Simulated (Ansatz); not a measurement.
Relaxed bulk SnO:

```
Sn O
1.0
     3.80803    0.00000    0.00000
     0.00000    3.80803    0.00000
     0.00000    0.00000    4.93413
Sn O
2 2
Direct
  0.00000 0.50000 0.23247
  0.50000 0.00000 0.76753
  0.00000 0.00000 0.00000
  0.50000 0.50000 0.00000
```

Miller indices refer to the conventional cell of P4/nmm (No. 129), a = 3.808 Å, b = 3.808 Å, c = 4.934 Å, α = 90.00°, β = 90.00°, γ = 90.00°. The bulk's gap is 0.36 eV.

The (001) slab of 8 planes, 12.5 Å thick with 15 Å of vacuum as cut; outer planes Sn (top) and Sn (bottom).

These are results of DFT r2SCAN, scalar-relativistic, plane waves, PAW (Ansatz), not measurements. Plane waves to 500 eV, a k mesh through Γ of 9×9×1 on the computed 10-atom cell and Gaussian smearing (0.05 eV); no spin polarisation. A dipole correction removes the field between periodic images along c.

The slab isn't stoichiometric (Sn3O2), so its surface energy depends on the chemical potentials; it is given with the excess atoms taken from the element's standard state, a limit at which the compound may itself be unstable, so the figure can be too low. This cut of an insulator is polar or leaves open shells, so the slab is metallic here; real surfaces compensate by reconstruction or adsorbates.

Results for the relaxed slab:

```yaml
Surface_energy_with_the_excess_atoms_taken_from_the_elements: 1.71 J/m²
Gap_of_the_slab_on_the_mesh: none (metal or semimetal)
Work_function: 4.65 eV
```

Relaxation lowers the energy by 0.183 J/m² a face; the largest move is 0.475 Å.

```json
{"plane (bottom to top)": "1", "atoms": "Sn", "spacing to next, bulk (Å)": "2.640", "relaxed (Å)": "2.131", "change (%)": "-19.3"}
{"plane (bottom to top)": "2", "atoms": "Sn", "spacing to next, bulk (Å)": "1.147", "relaxed (Å)": "1.183", "change (%)": "+3.1"}
{"plane (bottom to top)": "3", "atoms": "O2", "spacing to next, bulk (Å)": "1.147", "relaxed (Å)": "1.149", "change (%)": "+0.1"}
{"plane (bottom to top)": "4", "atoms": "Sn", "spacing to next, bulk (Å)": "2.640", "relaxed (Å)": "2.633", "change (%)": "-0.3"}
{"plane (bottom to top)": "5", "atoms": "Sn", "spacing to next, bulk (Å)": "1.147", "relaxed (Å)": "1.149", "change (%)": "+0.1"}
{"plane (bottom to top)": "6", "atoms": "O2", "spacing to next, bulk (Å)": "1.147", "relaxed (Å)": "1.183", "change (%)": "+3.1"}
{"plane (bottom to top)": "7", "atoms": "Sn", "spacing to next, bulk (Å)": "2.640", "relaxed (Å)": "2.131", "change (%)": "-19.3"}
{"plane (bottom to top)": "8", "atoms": "Sn", "spacing to next, bulk (Å)": "", "relaxed (Å)": "", "change (%)": ""}
```

Gaps are read on the k points sampled, so a band crossing between them can be missed.